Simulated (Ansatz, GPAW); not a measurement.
Fitting the PBEsol energy curve of Cu3Al

Space group Pm-3m (No. 221). a = 3.637 Å, b = 3.637 Å, c = 3.637 Å, α = 90.00°, β = 90.00°, γ = 90.00°
| atom | site | symmetry | x | y | z |
| --- | --- | --- | --- | --- | --- |
| Cu | 3c | 4/mm.m | 0.0000 | 0.5000 | 0.5000 |
| Al | 1a | m-3m | 0.0000 | 0.0000 | 0.0000 |

The cell comes from a database or a generator and needn't be the stable form of this composition.

The cell was scaled at fixed shape and fractions and run with Ansatz, Ansatz PAW, cutoff 420 eV; PBEsol, k mesh 7 × 7 × 7 on the cell of 4 atoms, fermi-dirac occupations of 0.05 eV, no spin polarisation, no spin-orbit coupling. The potentials were made for PBE. Energies are those that the program minimises, any entropy of the smearing included. For a metal such a mesh isn't converged to the digits shown.

```tsv
V (Å³/atom)	energy over the lowest row (meV/atom)
11.3092	19.340
11.5498	?
11.7905	1.201
12.0311	0.000
12.2717	3.277
12.5123	10.563
12.7530	21.404
```

Problem. Fit the third-order Birch-Murnaghan form, give V0, B0 and B′, and predict the energy left open.

Solution. With y = (V0/V)^(2/3), E = E0 + (9 V0 B0/16) [(y - 1)³ B′ + (y - 1)² (6 - 4y)]. Least squares through the rows shown give V0 = 11.9715 Å³/atom, E0 = -0.142 meV, B0 = 152.8 GPa (1 eV/Å³ = 160.218 GPa) and B′ = 4.75, with a largest miss of 0.005 meV. At V = 11.5498 the form with these constants gives 7.445 meV; the run gave 7.466 meV an atom. Other set-ups at this level, from all their volumes (Å³/atom, GPa): GPAW, PAW data sets generated for this functional: V0 12.104, B0 149.3; Ansatz, all-electron LAPW, scalar-relativistic: V0 11.970, B0 152.4.
